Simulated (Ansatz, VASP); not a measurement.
# Au in VASP and in Ansatz

```
Au
1.0
     0.00000    2.06224    2.06224
     2.06224    0.00000    2.06224
     2.06224    2.06224    0.00000
Au
1
Direct
  0.00000 0.00000 0.00000
```

Alike in both runs: functional r2SCAN; k mesh 14 × 14 × 14; occupations fermi-dirac, width 0.0994 eV; no spin polarisation.

Ansatz relaxed the structure, and its values are those at the end. VASP's run is a single point on that final structure, the one shown.

```csv
,VASP,Ansatz
version,VASP 6.6.1,Ansatz 0.2.0
potentials or method,"VASP PAW PBE potentials, release 64 (Au)",PAW plane waves
plane-wave cutoff (eV),520,500
valence electrons in the cell,11,19
```

Ansatz gave:

* pressure (GPa): 0.0

Task: What did VASP give for the same quantities?

Result: Pressure (GPa): 0.3.

The two sets of potentials don't hold the same shells in valence.

Caveats: the PAW data sets were made with another functional, which shifts forces and pressure a little (VASP). Spin-orbit coupling is left out, which matters for the levels of Au.
